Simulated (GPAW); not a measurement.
GaAs: band structure with optPBE-vdW

**Measured values to compare with.**

“Evidence of valence band perturbations in GaAsN/GaAs(001): A combined variable-angle spectroscopic ellipsometry and modulated photoreflectance investigation”, 2008, arxiv:0805.2212 reports, for a bulk crystal of GaAs at 300 K: band gap 1.418 ± 0.005 eV (direct).

The system is GaAs.

```
As Ga
1.0
     0.00000    2.82685    2.82685
     2.82685    0.00000    2.82685
     2.82685    2.82685    0.00000
As Ga
1 1
Direct
  0.75000 0.75000 0.75000
  0.00000 0.00000 0.00000
```

```yaml
Program: GPAW 26.7.0
Task: band structure
Functional: optPBE-vdW
Potentials_or_basis: GPAW PAW data sets (gpaw-data 1.2.1)
Cutoff: 600 eV
Basis: pw
k_mesh: 8 × 8 × 8
Occupations: fermi-dirac, width 0.05 eV
Spin: spin-orbit coupling, no magnetisation
Maxiter: 150
Band_path: GXWKGLUWLK,UX
Band_points: 100
spin_axis_theta_degrees: 90
spin_axis_phi_degrees: 45
Soc_after_scf: second variation
```

The band gap on the k mesh is 0.48 eV, direct. The band gap along the path is 0.48 eV, direct.

Levels at the corners of the path, in eV from the valence-band top:
```csv
point,band 6,band 7,band 8,band 9,band 10,band 11
Γ,0.00,0.00,0.00,0.48,0.48,3.54
X,-2.81,-2.72,-2.72,1.42,1.42,1.60
W,-3.57,-3.43,-3.39,4.43,4.62,4.67
K,-3.91,-2.35,-2.35,1.91,1.91,4.54
Γ,0.00,0.00,0.00,0.48,0.48,3.54
L,-1.36,-1.14,-1.14,0.95,0.95,4.53
U,-3.91,-2.35,-2.35,1.91,1.91,4.54
W,-3.57,-3.43,-3.39,4.43,4.62,4.67
L,-1.36,-1.14,-1.14,0.95,0.95,4.53
K,-3.91,-2.35,-2.35,1.91,1.91,4.54
U,-3.91,-2.35,-2.35,1.91,1.91,4.54
X,-2.81,-2.72,-2.72,1.42,1.42,1.60
```

It took 13 s on 1 thread of AMD EPYC 9R45 96-Core Processor (Zen 5) (shared host), peak memory 0.3 GiB.

Against the measured gap of GaAs, 1.418 eV (direct; 300 K; “Evidence of valence band perturbations in GaAsN/GaAs(001): A combined variable-angle spectroscopic ellipsometry and modulated photoreflectance investigation”, 2008, arxiv:0805.2212), the calculated 0.48 eV is off by -0.94 eV. 3 values of this kind are on record (1.412 to 1.51 eV); this one was drawn at random among those near their median, those with a stated uncertainty first. The value is that of optPBE-vdW, without temperature or zero-point motion.

Caveat: spin-orbit coupling was added after a scalar SCF, so levels and gaps hold it while energy, forces, pressure and moments don't; this program's spin-orbit splittings come out too wide for heavy elements.
